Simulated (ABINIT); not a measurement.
Runs of ABINIT 10.8.3 (patched build) on BP. The structure is cubic, space group F-43m (No. 216). The conventional cell has a = 4.538 Å, b = 4.538 Å, c = 4.538 Å, α = 90.00°, β = 90.00°, γ = 90.00°. P (site symmetry -43m) has 4 B at 1.97 Å as nearest neighbours. B (site symmetry -43m) has 4 P at 1.97 Å as nearest neighbours. 

| level | dispersion computed by | V0 of scaled cells (Å³/atom) | B0 (GPa) |
| --- | --- | --- | --- |
| PBE+D4 | dftd4 4.3.1 | (a) | 171 |
| PBE+D3 | simple-dftd3 1.7.0 | 11.59 | 167 |
| PBE | - | 11.77 | (b) |
| PBE+D3(BJ) | simple-dftd3 1.7.0 | 11.46 | 171 |

Alike in all rows: task equation of state; potentials or basis JTH PAW PBE v2.0; no spin polarisation; cell as given; k mesh 10 × 10 × 10; cutoff (eV) 544; smearing fermi-dirac 0.05 eV.

Question: Estimate the missing entries.

Answer: (a) 11.43; (b) 162.

Caveats: pressures at fixed basis lie under the slope of the energies.
